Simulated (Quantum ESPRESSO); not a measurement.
Sn under changes of volume

One of the cells (27.650 Å³/atom); the others are scaled copies at fixed shape and fractional positions:

```xyz
2
Lattice="-2.9401 2.9401 1.5993 2.9401 -2.9401 1.5993 2.9401 2.9401 -1.5993" Properties=species:S:1:pos:R:3 pbc="T T T"
Sn    0.0000    0.0000    0.0000
Sn    0.0000    2.9401    0.7997
```

* Program: Quantum ESPRESSO 7.5
* Functional: PBEsol
* Potentials or basis: GBRV 1.5 PBEsol
* Cutoff: 925 eV
* Density cutoff: 7401 eV
* k mesh: 9 × 9 × 9
* Occupations: fermi-dirac, width 0.05 eV
* Spin: no spin polarisation

```csv
volume (Å³/atom),energy over the lowest point (meV/atom),pressure (GPa)
25.991,5.06,1.8
26.544,0.41,0.5
27.097,0.00,-0.7
27.650,?,?
28.203,10.11,-2.6
28.756,19.87,-3.4
29.309,32.32,-4.1
```

Question: What does the run at 27.650 Å³/atom give?

Answer: Energy over the lowest point 3.36 meV/atom; pressure -1.7 GPa.

Worked out: A Birch-Murnaghan fit of order 3 (a polynomial in V^(-2/3)) to the other rows has its minimum at 26.87 Å³/atom with B0 = V·E''(V) = 56 GPa and B' = 4.5 at fixed shape and positions, which overstates the stiffness. It gives 3.37 meV/atom at 27.650 Å³/atom, against the run's 3.36, and -dE/dV = -1.5 GPa, against -1.7.

Energies are extrapolated to zero smearing.
